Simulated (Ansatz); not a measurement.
A distorted cell of GeTe (alpha-GeTe type, space group R3m):

```yaml
crystal:
  lattice:
    - [2.22049, 1.28200, 3.82452]
    - [-2.22049, 1.28200, 3.82452]
    - [0.00000, -2.56401, 3.82452]
  atoms:
    - { symbol: Ge, position: [0.22709, 0.22709, 0.22709] }
    - { symbol: Te, position: [0.77291, 0.77291, 0.77291] }
```

Computed with PBE (plane waves to 420 eV, PAW, scalar-relativistic; Ansatz, a program for electronic structure). k mesh 10×10×10 (Γ-centred), Fermi-Dirac smearing 0.05 eV. Energies are smeared free energies. Stress and pressure are positive under compression. GeTe was relaxed with its symmetry unable to fall. Spin-orbit coupling is left out, though Te is heavy.

Task: What is the stress tensor (GPa)?

Result: 
```
   -4.4      0.0      0.0
    0.0     -4.4      0.0
    0.0      0.0     -2.1
```
The pressure, a third of the trace, is -3.6 GPa.

Task: It is the relaxed cell scaled evenly to V/V₀ = 1.160, atoms relaxed where free. What is its energy relative to the relaxed cell?

Result: 59 meV/atom.

(Under strain, the slope of the energy per volume gives the stress and its curvature an elastic modulus.)
